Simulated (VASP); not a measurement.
Input of a VASP 6.6.1 run:

The input INCAR:

```
PREC     = Accurate       # precision mode
ENCUT    = 520            # plane-wave cutoff, eV
EDIFF    = 1E-7           # SCF threshold, eV
ISMEAR   = 0              # smearing method
SIGMA    = 0.02           # smearing width, eV
LREAL    = F              # projectors in reciprocal space
LASPH    = T              # aspherical terms in the spheres
NELM     = 100            # most SCF steps
ALGO     = Normal         # electronic algorithm
ISIF     = 4              # what is computed and relaxed
LWAVE    = F              # write WAVECAR
LCHARG   = F              # write CHGCAR
GGA      = PE             # functional
IVDW     = 12             # dispersion correction
IBRION   = 2              # ionic algorithm
NSW      = 80             # ionic steps
EDIFFG   = -0.002         # ionic threshold
```

Contents of KPOINTS:

```
Automatic mesh
0
Gamma
  6 6 2
```

Contents of POSCAR:

```
BN                                      
1.0
    2.4814297419      0.0000000000      0.0000000000
   -1.2407148710      2.1489811895      0.0000000000
    0.0000000000      0.0000000000      6.5297574569
  B               N             
     2     2
Direct
     0.3333333300000021    0.6666666699999979    0.2500000000000000
     0.6666666699999979    0.3333333300000021    0.7500000000000000
     0.3333333300000021    0.6666666699999979    0.7500000000000000
     0.6666666699999979    0.3333333300000021    0.2500000000000000
```

Potentials or basis: VASP PAW PBE potentials, release 64 (B, N).

The run is started by

```sh
$ cat potpaw_PBE.64/B/POTCAR potpaw_PBE.64/N/POTCAR > POTCAR
$ mpirun -np 1 vasp_std > vasp.out
```

**Question.** Predict the dispersion energy per atom.

**Answer.** -0.147 eV.

**Question.** Predict the band gap on the k mesh.

**Answer.** 4.23 eV, indirect (least direct gap 4.57 eV).

Final structure:
```yaml
crystal:
  lattice:
    - [2.50440, 0.00000, 0.00000]
    - [-1.25220, 2.16887, 0.00000]
    - [0.00000, 0.00000, 6.41053]
  atoms:
    - { symbol: B, position: [0.33333, 0.66667, 0.25000] }
    - { symbol: B, position: [0.66667, 0.33333, 0.75000] }
    - { symbol: N, position: [0.33333, 0.66667, 0.75000] }
    - { symbol: N, position: [0.66667, 0.33333, 0.25000] }
```

Caveat: the k mesh is coarse (spacing up to 0.49 Å⁻¹), so the values aren't converged. A k mesh can miss the band edges.
